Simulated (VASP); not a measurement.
Runs of VASP 6.6.1 on TePb. Symmetry: Fm-3m, No. 225, cubic system. The conventional cell has a = 6.462 Å, b = 6.462 Å, c = 6.462 Å, α = 90.00°, β = 90.00°, γ = 90.00°. Around Pb (site symmetry m-3m) lie 6 Te at 3.23 Å. Te (site symmetry m-3m) has 6 Pb at 3.23 Å as nearest neighbours. 

| level | pressure (GPa) | relaxed volume (Å³/atom) |
| --- | --- | --- |
| revPBE+D3 | 0.0 | 34.89 |
| PBEsol+D4 | 0.0 | 32.60 |
| RPBE+D3(BJ) | 0.0 | 26.96 |
| RPBE+D4 | 0.0 | (b) |
| revPBE+D3(BJ) | 0.0 | 33.36 |
| PBEsol+rVV10 | 0.0 | 33.16 |
| RPBE+D3 | 0.0 | (a) |
| revPBE+D4 | 0.0 | (c) |

Alike in all rows: task relaxation of cell and atoms; potentials or basis VASP PAW PBE potentials, release 64 (Pb_d, Te); no spin polarisation; cell relaxed; k mesh 7 × 7 × 7; cutoff (eV) 600; smearing fermi-dirac 0.05 eV.

Problem. Fill in the values left out.

Solution. (a) 35.94; (b) 33.71; (c) 33.88.

Caveats: the PAW data sets were made with another functional, which shifts forces and pressure a little; the volume moved by over 15 % at a fixed basis, so the end points are rough (some runs); the volume moved by -20 % from the deposited cell, more than functionals usually miss (some runs).

Runs at the PBE level aren't shown here.
